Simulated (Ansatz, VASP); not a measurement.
## GaP: VASP beside Ansatz

```
Ga P
1.0
     0.00000    2.68437    2.72525
     2.72525    0.00000    2.72525
     2.72525    2.68437    0.00000
Ga P
1 1
Direct
  0.00000 0.00000 0.00000
  0.75000 0.75000 0.75000
```

Change from the starting cell: strain -0.0150 x Voigt [0, 1, 0, 0, 0, 0], atoms carried along.

Alike in both runs: task single point; functional PBE; k mesh 8 × 8 × 8; occupations gaussian, width 0.05 eV; no spin polarisation.

|  | VASP | Ansatz |
| --- | --- | --- |
| version | VASP 6.6.1 | Ansatz 0.2.0 |
| potentials or method | VASP PAW PBE potentials, release 64 (Ga_d, P) | scalar-relativistic, plane waves, PAW |
| plane-wave cutoff (eV) | 520 | 420 |
| valence electrons in the cell | 18 | 18 |

```csv
,VASP,Ansatz,Ansatz less VASP
gap on the k mesh at the Fermi level (eV),1.47,1.47,0.000
least direct gap on the mesh (eV),1.89,1.90,+0.001
pressure (GPa),3.8,3.9,+0.09
largest component of the traceless stress (GPa),0.72,0.72,-0.003
```

With one functional, cell and mesh, what is left measures potentials, basis and numerics.

A k mesh can miss the band edges.
